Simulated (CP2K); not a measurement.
The system is Mo.

```
Mo
1.0
     2.74324    0.00000    0.00000
    -0.91441    2.58635    0.00000
    -0.91441   -1.29317    2.23984
Mo
1
Direct
  0.00000 0.00000 0.00000
```

Base run:

```yaml
Program: CP2K 2026.2
Functional: TASK
Potentials_or_basis: POTENTIAL_UZH Mo GTH-PBE-q14; TZVP-MOLOPT-PBE-GTH basis
Density_cutoff: 9184 eV
k_mesh: 12 × 12 × 12
Occupations: fermi-dirac, width 0.05 eV
Spin: no spin polarisation
```

Its results: band gap on the k mesh none (metal or under the smearing width); pressure -1.8 GPa.

Problem. After a change of settings the same cell gave: band gap on the k mesh none (metal or under the smearing width); pressure -10.7 GPa. Which change was it?
A. functional from TASK to LDA
B. functional from TASK to PBEsol
C. functional from TASK to OLYP
D. functional from TASK to AM05

Solution. A.

Caveats: the potentials were made for another functional, which shifts forces and pressure; the basis of atomic orbitals isn't converged, which shifts pressures, moduli and gaps.

Runs at the PBE level aren't shown here.
